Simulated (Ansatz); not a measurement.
# Stack of 1T-PtS2 under 2H-WTe2, shifted by two thirds of the diagonal in a perpendicular field

Aim: how the stack of 1T-PtS2 under 2H-WTe2, shifted by two thirds of the diagonal screens a field along its normal, and what the field does to its bands. A positive field points along +c.

Main program and level: Ansatz 0.2.0; plane-wave DFT, PBE-D3(BJ), Ansatz PAW.

**1. Starting point**

The cell holds 6 atoms: 2 S, 1 Pt, 2 Te and 1 W. Its edges and angles: a = 3.560 Å, b = 3.560 Å, c = 49.248 Å, α = 90.0°, β = 90.0°, γ = 120.0°. Regions: layer 1: 1T-PtS2, 3 atoms (2 S and 1 Pt); layer 2: 2H-WTe2, 3 atoms (2 Te and 1 W). Vacuum lies along c.

**2. Relaxing the slab**

The starting cell is a guess, so the in-plane lattice and the atoms are relaxed first, with the slab cut off from its images along the normal.

File input.yaml:

```yaml
crystal:
  lattice:
    - [3.56, 0.0, 0.0]
    - [-1.78, 3.0830504375, 0.0]
    - [0.0, 0.0, 49.2477182345]
  atoms:
    - { symbol: S, position: [0.6666666667, 0.3333333333, 0.4071254612] }
    - { symbol: Pt, position: [0.0, 0.0, 0.4275739862] }
    - { symbol: S, position: [0.3333333333, 0.6666666667, 0.4480225112] }
    - { symbol: Te, position: [0.0, 0.0, 0.5119848654] }
    - { symbol: W, position: [0.6666666667, 0.3333333333, 0.5524297021] }
    - { symbol: Te, position: [0.0, 0.0, 0.5928745388] }
  periodic: [true, true, false]
kpoints:
  mp_grid: { grid: [12, 12, 1] }
hamiltonian:
  xc: pbe
  dispersion: d3bj
scf:
  occupations: { method: fermi_dirac, width: 0.05 }
  convergence: { dr2_threshold: 1.0e-09 }
relax:
  f_tol: 0.004
  max_steps: 90
  cell: {}
output:
  write_potential: true
  write_density: true
  volumetric_format: npy
```

Command:

```bash
ansatz run input.yaml --threads 2 --pin off --max-ram 3072MiB --backend cpu --events-out ev --progress --plain --runs-dir out
```

Numbers of over 12 decimals in the logs are rounded to 6 here.

The program printed:

```text
Warning: relax.cell: scf.convergence.dr2_threshold = 1e-9 eV is looser than the 1.63650446362e-10 eV advised for a relaxation that steers and ends on the stress (1e-10 eV for each atom of the cell: 6, times the square of relax.cell.stress_2d_tol = 0.05 N/m over 19.1 Å (the atoms' height at the walk's start and 5 Å past either face), 2.611e-2 GPa, over a crystal's default 0.05). What an SCF threshold leaves in a stress goes as its square root, and in the free energy as the threshold itself, and one threshold admits the most on a small cell: [figures from the program's tests cut] Set scf.convergence.dr2_threshold to 1.63650446362e-10 eV or tighter. [rest of the remark cut]
Engine: ansatz 0.2.0, x86_64-unknown-linux-gnu
Pseudopotentials: kind: paw
Pseudopotential: S, paw, valence charge 6, recommended cutoff 420 eV (normal), S.paw.azcp
Pseudopotential: Pt, paw, valence charge 18, recommended cutoff 420 eV (normal), Pt.paw.azcp
Pseudopotential: Te, paw, valence charge 16, recommended cutoff 420 eV (normal), Te.paw.azcp
Pseudopotential: W, paw, valence charge 14, recommended cutoff 420 eV (normal), W.paw.azcp
Functional definition: PBE
  parameter kappa = 0.804
  parameter beta = 0.066725
  exchange = pbe_x(kappa = kappa, mu = beta*pi^2/3)
  correlation = pbe_c(beta = beta)
Crystal: 6 atoms, lattice volume = 540.526 Å³
Basis set: ecut = 420 eV, 10383 PW (Γ), exchange–correlation on 48×48×720 points (8 copies of the dense FFT grid, shifted against one another)
Bands: 46, of which v1, the nominal top of the filled ones, is band 38 counted from 1 (37 counted from 0)
Symmetry: 6 space group operations
Space group: P3m1 (ITA 156), of the structure as read, at distance tolerance 8.1e-5 Å
k-points: 19 of 144 (time reversal used)
Non-local potential: S, projectors of the file, l = 0: 2, l = 1: 2, l = 2: 2
Non-local potential: Pt, projectors of the file, l = 0: 3, l = 1: 2, l = 2: 2, l = 3: 1
Non-local potential: Te, projectors of the file, l = 0: 2, l = 1: 2, l = 2: 2, l = 3: 2
Non-local potential: W, projectors of the file, l = 0: 3, l = 1: 2, l = 2: 2, l = 3: 1
PAW form: soft (Blöchl's): semilocal exchange-correlation on the pseudo side does not see the compensation charge
PAW one-centre angular grid: S, 110 points (default); XC on 64 Gauss nodes
PAW one-centre angular grid: Pt, 590 points (default); XC on 64 Gauss nodes
PAW one-centre angular grid: Te, 590 points (default); XC on 64 Gauss nodes
PAW one-centre angular grid: W, 590 points (default); XC on 64 Gauss nodes
Initial density: superposition of atomic densities (neutral atoms: chi_scale 0, normalization atom), corrected by the library's trained network
Initial wavefunctions: pseudopotential atomic-orbital guess
Functional: x = pbe(κ = 0.804, μ = 0.219515), c = pbe(β = 0.066725)
SCF iter   1: F=—  HF=-38674.404582 eV  |F-HF|=—  |Δ(HF+E_count)|=         —  Δρ=2.49e-3  dr2=5.91e-1  ethr=1.77e-3  ⟨swp⟩=19.8  Hψ=6475  notcnv=0
preconditioner: auto → Resta (q_TF=auto, 1.967 Å⁻¹)  ε∞=2.6  [insulator: Δε(μ)=0.986 eV  Ē_g=8.104 eV  σ=0.050 eV  W_gap=1.00  n_scr=30 (ndim 8)  ℏωp=10.1 eV  f_vac=0.737  D(μ)=0.00/eV (n_scr^D=0)  ε∞_Penn≈2.6  vacuum switching on, ρ_ref=4.8e-3 e/Å³]
SCF iter   2: F=—  HF=-38674.595131 eV  |F-HF|=—  |Δ(HF+E_count)|=   1.91e-1  Δρ=8.17e-3  dr2=1.44e1  ethr=7.77e-4  ⟨swp⟩=4.7  Hψ=1726  notcnv=0  defer=19  recentre
preconditioner: auto → LDOS  [metal: Δε(μ)=0.048 eV  Ē_g=8.479 eV  σ=0.050 eV  W_gap=0.23  n_scr=30 (ndim 8)  ℏωp=10.1 eV  f_vac=0.736  D(μ)=5.36/eV (n_scr^D=20)  β→1.0]
SCF iter   3: F=—  HF=-38674.389062 eV  |F-HF|=—  |Δ(HF+E_count)|=   2.06e-1  Δρ=1.89e-3  dr2=3.90e-1  ethr=7.77e-4  ⟨swp⟩=4.2  Hψ=1523  notcnv=0  defer=20
SCF iter   4: F=—  HF=-38674.368399 eV  |F-HF|=—  |Δ(HF+E_count)|=   2.07e-2  Δρ=1.45e-3  dr2=2.12e-1  ethr=5.13e-4  ⟨swp⟩=1.9  Hψ=1140  notcnv=0  defer=24
SCF iter   5: F=—  HF=-38674.350967 eV  |F-HF|=—  |Δ(HF+E_count)|=   1.74e-2  Δρ=5.25e-4  dr2=1.12e-2  ethr=2.78e-4  ⟨swp⟩=3.5  Hψ=1407  notcnv=0  defer=25
SCF iter   6: F=—  HF=-38674.352235 eV  |F-HF|=—  |Δ(HF+E_count)|=   1.27e-3  Δρ=3.38e-4  dr2=1.06e-2  ethr=1.48e-5  ⟨swp⟩=3.2  Hψ=1577  notcnv=0  defer=24
SCF iter   7: F=—  HF=-38674.351372 eV  |F-HF|=—  |Δ(HF+E_count)|=   8.63e-4  Δρ=1.51e-4  dr2=1.24e-3  ethr=1.39e-5  ⟨swp⟩=1.4  Hψ=915  notcnv=0  defer=24
SCF iter   8: F=—  HF=-38674.351453 eV  |F-HF|=—  |Δ(HF+E_count)|=   8.08e-5  Δρ=1.58e-4  dr2=4.59e-4  ethr=1.64e-6  ⟨swp⟩=3.1  Hψ=1498  notcnv=0  defer=24
SCF iter   9: F=—  HF=-38674.351420 eV  |F-HF|=—  |Δ(HF+E_count)|=   3.30e-5  Δρ=7.48e-5  dr2=1.15e-4  ethr=6.04e-7  ⟨swp⟩=2.5  Hψ=1183  notcnv=0  defer=24
SCF iter  10: F=—  HF=-38674.351393 eV  |F-HF|=—  |Δ(HF+E_count)|=   2.76e-5  Δρ=3.63e-5  dr2=1.85e-5  ethr=1.52e-7  ⟨swp⟩=3.1  Hψ=1529  notcnv=0  defer=24
SCF iter  11: F=—  HF=-38674.351352 eV  |F-HF|=—  |Δ(HF+E_count)|=   4.01e-5  Δρ=2.17e-5  dr2=7.48e-6  ethr=2.43e-8  ⟨swp⟩=3.1  Hψ=1566  notcnv=0  defer=24
SCF iter  12: F=—  HF=-38674.351347 eV  |F-HF|=—  |Δ(HF+E_count)|=   5.29e-6  Δρ=9.06e-6  dr2=2.73e-6  ethr=9.84e-9  ⟨swp⟩=2.8  Hψ=1236  notcnv=0  defer=24
SCF iter  13: F=—  HF=-38674.351417 eV  |F-HF|=—  |Δ(HF+E_count)|=   6.95e-5  Δρ=2.25e-6  dr2=1.53e-7  ethr=3.60e-9  ⟨swp⟩=3.2  Hψ=1486  notcnv=0  defer=24
SCF iter  14: F=—  HF=-38674.351417 eV  |F-HF|=—  |Δ(HF+E_count)|=   2.72e-8  Δρ=1.15e-6  dr2=8.21e-9  ethr=2.01e-10  ⟨swp⟩=3.0  Hψ=1525  notcnv=0  defer=24
SCF iter  15: F=-38674.351417 eV  HF=-38674.351417 eV  |F-HF|=5.47e-9  |Δ(HF+E_count)|=   2.30e-9  Δρ=3.71e-7  dr2=7.41e-10  ethr=1.32e-12  ⟨swp⟩=11.3  Hψ=8063  notcnv=0
SCF 1 converged in 15 iterations: F = -38674.351417 eV  dr2 = 7.41e-10
  greatest PAW one-centre occupation: 1.000 electrons in one spin orbital (limit 2), on the Pt atom at site 1 (counted from 0), in its partial waves of l = 0
relax step   1: F+E_penalty+E_count = -38674.35141676 eV  Δ(F+E_penalty+E_count) = +0.000e0 eV  max|allowed force component| = 3.192e0 eV/Å  Δτ_max = 0.0000 Å  P = +4.869 N/m  Ω = 540.526 Å³  fix = [c, alpha, beta]  reactions: c +0.000 N/m  (15 SCF iters, accepted)
Crystal: 6 atoms, lattice volume = 539.765 Å³
Initial density: handed on by an earlier stage of this run
Initial wavefunctions: those handed on with the density
iter 1 solved again at ethr=4.37e-4 eV; its pass at ethr=3.10e-3 eV (dr2=3.32e-1 eV) is discarded
SCF iter   1: F=—  HF=-38675.463157 eV  |F-HF|=—  |Δ(HF+E_count)|=         —  Δρ=6.87e-3  dr2=3.39e-1  ethr=4.37e-4  ⟨swp⟩=2.5  Hψ=5733  notcnv=0
[...]
SCF iter  12: F=—  HF=-38675.478001 eV  |F-HF|=—  |Δ(HF+E_count)|=   2.17e-8  Δρ=2.44e-7  dr2=1.74e-9  ethr=7.22e-12  ⟨swp⟩=3.1  Hψ=1447  notcnv=0  defer=30
SCF iter  13: F=-38675.478001 eV  HF=-38675.478001 eV  |F-HF|=1.22e-9  |Δ(HF+E_count)|=   1.83e-9  Δρ=9.30e-8  dr2=1.43e-10  ethr=1.32e-12  ⟨swp⟩=11.6  Hψ=6343  notcnv=0
SCF 3 converged in 13 iterations: F = -38675.478001 eV  dr2 = 1.43e-10
relax step   3: F+E_penalty+E_count = -38675.47800076 eV  Δ(F+E_penalty+E_count) = -7.034e-2 eV  max|allowed force component| = 2.405e-1 eV/Å  Δτ_max = 0.1931 Å  P = +1.450 N/m  Ω = 521.711 Å³  energy of the carried Pulay correction = +1.017e-3 eV  fix = [c, alpha, beta]  reactions: c +0.000 N/m  (13 SCF iters, accepted)
[...]
relax step   4: F+E_penalty+E_count = -38675.49530294 eV  Δ(F+E_penalty+E_count) = -1.730e-2 eV  max|allowed force component| = 5.935e-2 eV/Å  Δτ_max = 0.1018 Å  P = +0.251 N/m  Ω = 529.570 Å³  energy of the carried Pulay correction = +5.880e-4 eV  fix = [c, alpha, beta]  reactions: c +0.000 N/m  (13 SCF iters, accepted)
[...]
relax step   5: F+E_penalty+E_count = -38675.49687704 eV  Δ(F+E_penalty+E_count) = -1.574e-3 eV  max|allowed force component| = 6.748e-2 eV/Å  Δτ_max = 0.0639 Å  P = +0.130 N/m  Ω = 531.801 Å³  energy of the carried Pulay correction = +4.673e-4 eV  fix = [c, alpha, beta]  reactions: c +0.000 N/m  (14 SCF iters, accepted)
[...]
relax step   6: F+E_penalty+E_count = -38675.49719454 eV  Δ(F+E_penalty+E_count) = -3.175e-4 eV  max|allowed force component| = 3.346e-2 eV/Å  Δτ_max = 0.0148 Å  P = -0.235 N/m  Ω = 531.728 Å³  energy of the carried Pulay correction = +4.712e-4 eV  fix = [c, alpha, beta]  reactions: c -0.000 N/m  (10 SCF iters, accepted)
[...]
relax step   7: F+E_penalty+E_count = -38675.49736517 eV  Δ(F+E_penalty+E_count) = -1.706e-4 eV  max|allowed force component| = 5.345e-4 eV/Å  Δτ_max = 0.0031 Å  P = -0.001 N/m  Ω = 531.197 Å³  energy of the carried Pulay correction = +4.999e-4 eV  fix = [c, alpha, beta]  reactions: c -0.000 N/m  (9 SCF iters, accepted)
Initial wavefunctions: pseudopotential atomic-orbital guess (no wavefunctions were taken with the density)
iter 1 solved again at ethr=8.49e-8 eV; its pass at ethr=3.10e-3 eV (dr2=6.45e-5 eV) is discarded
SCF iter   1: F=—  HF=-38675.496856 eV  |F-HF|=—  |Δ(HF+E_count)|=         —  Δρ=1.46e-5  dr2=1.73e-7  ethr=8.49e-8  ⟨swp⟩=6.4  Hψ=10390  notcnv=0
preconditioner: auto → Resta (q_TF=auto, 1.973 Å⁻¹)  ε∞=2.5  [insulator: Δε(μ)=0.462 eV  Ē_g=8.195 eV  σ=0.050 eV  W_gap=0.97  n_scr=30 (ndim 8)  ℏωp=10.2 eV  f_vac=0.738  D(μ)=0.03/eV (n_scr^D=0)  ε∞_Penn≈2.5  vacuum switching on, ρ_ref=4.9e-3 e/Å³]
SCF iter   2: F=—  HF=-38675.496897 eV  |F-HF|=—  |Δ(HF+E_count)|=   4.15e-5  Δρ=7.27e-6  dr2=4.36e-8  ethr=2.27e-10  ⟨swp⟩=4.2  Hψ=2582  notcnv=0
SCF iter   3: F=—  HF=-38675.496897 eV  |F-HF|=—  |Δ(HF+E_count)|=   4.34e-8  Δρ=1.98e-6  dr2=1.38e-7  ethr=5.74e-11  ⟨swp⟩=2.9  Hψ=1828  notcnv=0  recentre
SCF iter   4: F=—  HF=-38675.496897 eV  |F-HF|=—  |Δ(HF+E_count)|=   9.23e-9  Δρ=8.93e-7  dr2=9.74e-9  ethr=5.74e-11  ⟨swp⟩=2.6  Hψ=1325  notcnv=0
SCF iter   5: F=—  HF=-38675.496897 eV  |F-HF|=—  |Δ(HF+E_count)|=  9.46e-11  Δρ=3.83e-7  dr2=1.86e-9  ethr=1.28e-11  ⟨swp⟩=2.7  Hψ=1277  notcnv=0
SCF iter   6: F=-38675.496897 eV  HF=-38675.496897 eV  |F-HF|=4.29e-10  |Δ(HF+E_count)|=  2.69e-10  Δρ=1.87e-7  dr2=3.01e-10  ethr=1.32e-12  ⟨swp⟩=17.3  Hψ=6944  notcnv=0
SCF 8 converged in 6 iterations: F = -38675.496897 eV  dr2 = 3.01e-10
relax step   8: F+E_penalty+E_count = -38675.49689716 eV  Δ(F+E_penalty+E_count) = +4.680e-4 eV  max|allowed force component| = 5.877e-4 eV/Å  Δτ_max = 0.0000 Å  P = -0.003 N/m  Ω = 531.197 Å³  fix = [c, alpha, beta]  reactions: c -0.000 N/m  stress off target by 3.18e-3 N/m on what of the cell is left free  SCF on the basis re-selected at this cell (its energy is not comparable with the rows above)  (6 SCF iters)
basis re-selected at this cell: Δ(F+E_penalty+E_count) = +4.680e-4 eV, ΔP = -0.002 N/m vs the last step (what re-selecting the basis moved, of the pressure what is left beyond the Pulay correction that the steps carried, after the strain that the cell walked since its last selection, with what the two solves' SCF thresholds leave and, on support functions, any second-order correction that the steps lacked; it is no m [...]
WARN: The output density's exchange-correlation potential varies sharply where the density is thin. Do not read a vacuum level from v_tot or v_xc, or from such a field of the output density. On a cell that repeats whose density bears no net charge and no dipole along the vacuum's axis use v_es (v_loc + v_h of the components); under efield.dipole_correction with no amplitude use v_es + v_field, which holds any externa [...]
SCF converged after 6 iterations
Free energy (F): -38675.496897 eV
Harris-Foulkes:  -38675.496897 eV  (|F-HF|=4.29e-10)
Internal energy: -38675.496446 eV  (E = F + TS)
E sigma→0 (E₀):  -38675.496672 eV
Entropy (-TS):   -0.000451 eV (-0.075 meV/atom)
Fermi energy:    -4.643640 eV
--- Per-component energies (eV) ---
  E_band       = -2217.554866
  E_kinetic    = 1663.714828
  E_local      = -420906.328713  (includes V_loc(G=0)·N_el)
  E_nonlocal   = -362.974866
  E_hartree    = 209749.009545
  E_xc         = -971.895960
  E_vxc        = -925.431965  (∫ρ·V_xc dr)
  E_paw        = -28542.372378  (= ΣΔE_a)
  E_vpaw       = -1184.557833  (= ΣTr[D̂ρ^β])
  E_aug_tail   = -0.000205  (compensation charges beyond the density's cutoff)
  E_ewald      = 200697.747886
  E_disp       = -2.396584  (pairwise vdW)
  E_smearing   = -0.000451  (= −TS)
  E_closure    = 0.000000  (closes the sum)
  Σ components = -38675.496897   (vs F -38675.496897, Δ=0.00e0)
--- Forces (eV/Å), atoms counted from 1 ---
  atom   1  S      0.00000000     0.00000000    -0.00051625
  atom   2  Pt     0.00000000    -0.00000000    -0.00004520
  atom   3  S      0.00000000    -0.00000000    -0.00007542
  atom   4  Te     0.00000000    -0.00000000     0.00007575
  atom   5  W     -0.00000000     0.00000000    -0.00002333
  atom   6  Te     0.00000000    -0.00000000     0.00058833
  max |Σ_I F_I| component: 3.88e-6 eV/Å
--- 2D stress c σ (N/m, compression-positive) ---
       -0.003181       0.000000       0.000000
        0.000000      -0.003181       0.000000
        0.000000       0.000000      -0.000000
  P = ½ c Tr σ = -0.0032 N/m
--- Band table (eV; the first three rows and the last of 19) ---
  k-point 0: bands = [... 34 lower, -6.1769, -5.7251, -5.7251, -5.0940, -2.9793, -2.9793, -1.7235, -1.7235, ... 4 higher]
  k-point 1: bands = [... 34 lower, -6.1975, -5.8728, -5.6602, -5.0826, -3.4005, -3.0991, -2.0745, -1.9726, ... 4 higher]
  k-point 2: bands = [... 34 lower, -6.2785, -6.2220, -5.7250, -5.2733, -4.0842, -3.3236, -2.7486, -2.3911, ... 4 higher]
  k-point 18: bands = [... 34 lower, -6.9477, -6.8810, -6.7235, -4.8358, -4.1133, -4.0704, -3.7087, -2.6475, ... 4 higher]
  the weakly bound empty levels are not read free of the cell's end (no_gap_told)
--- Relaxed structure (7 steps of the walk, 7 accepted, 1 SCFs on fresh bases) ---
  F+E_penalty+E_count = -38675.49689716 eV   max|allowed force component| = 5.877e-4 eV/Å   (the final SCF, on the basis selected at the relaxed cell)
  cell:  # Å, volume = 531.1974 Å³
    - [3.529146, -1.1418358998939083e-18, 0]
    - [-1.764573, 3.056330, 0]
    - [0, 0, 49.2477182345]
  atoms:
    - { symbol: S, position: [0.666667, 0.333333, 0.403113] }
    - { symbol: Pt, position: [-2.823216329383371e-17, -1.2335811384544457e-17, 0.428505] }
    - { symbol: S, position: [0.333333, 0.666667, 0.453822] }
    - { symbol: Te, position: [-2.9142754650236215e-17, -1.2335811384544447e-17, 0.514694] }
    - { symbol: W, position: [0.666667, 0.333333, 0.551498] }
    - { symbol: Te, position: [-2.5454374499260243e-17, -1.233581138454445e-17, 0.588380] }
```

Elapsed: 4.6 min, on 2 threads of Intel Xeon at 2.70GHz, shared host; peak memory 0.98 GiB.

Step by step:

| step | energy less that of the first step (eV) | largest force component (eV/Å) | volume (Å³) |
| --- | --- | --- | --- |
| 1 | 0.0000 | 3.1924 | 540.53 |
| 2 | -1.0562 | 1.0277 | 539.77 |
| 3 | -1.1266 | 0.2405 | 521.71 |
| 4 | -1.1439 | 0.0594 | 529.57 |
| 5 | -1.1455 | 0.0675 | 531.80 |
| 6 | -1.1458 | 0.0335 | 531.73 |
| 7 | -1.1459 | 0.0005 | 531.20 |
| 8* | -1.1455 | 0.0006 | 531.20 |

Relaxation steps marked * repeat the geometry before them on a plane-wave basis chosen anew for their cell, so energy and pressure can jump there.

The run keeps the 6 symmetry operations that it works with, so distortions that break them were not tested.

| cell as run | before | after | change |
| --- | --- | --- | --- |
| a (Å) | 3.560 | 3.529 | -0.9 % |
| b (Å) | 3.560 | 3.529 | -0.9 % |

The atoms that moved most (Å, along periodic axes as changes of fractional coordinates times the final cell, across vacuum about the mean position):

| atom | dx | dy | dz | length |
| --- | --- | --- | --- | --- |
| S3 | 0.000 | 0.000 | 0.286 | 0.286 |
| Te6 | 0.000 | 0.000 | -0.221 | 0.221 |
| S1 | 0.000 | 0.000 | -0.198 | 0.198 |
| Te4 | 0.000 | 0.000 | 0.133 | 0.133 |
| W5 | 0.000 | 0.000 | -0.046 | 0.046 |
| Pt2 | 0.000 | 0.000 | 0.046 | 0.046 |

The relaxed structure:

```xyz
6
Lattice="3.5291 0.0000 0.0000 -1.7646 3.0563 0.0000 0.0000 0.0000 49.2477" Properties=species:S:1:pos:R:3
S     1.7646    1.0188   19.8524
Pt    0.0000    0.0000   21.1029
S     0.0000    2.0376   22.3497
Te    0.0000    0.0000   25.3475
W     1.7646    1.0188   27.1600
Te    0.0000    0.0000   28.9763
```

Numbers from this step:

```
energy at zero smearing : -38675.4967 eV
```

The lattice constant a goes from 3.560 to 3.529 Å.

(Part 1 of 2 ends here.)

[Logs are printed without paths, hosts, clocks, repeated set-up lines and the standing remarks that a program may print on its own settings, such as how far it seeks lower states.]

[Hosts, paths, dates, database ids (printed as entryN), source tags and the programs' standing remarks are cut or masked in the printed files.]

[Maps of the electrostatic potential energy from Ansatz leave out the sawtooth potential of an applied field or a dipole correction, so their vacuum need not be flat; planar profiles and work functions include it.]
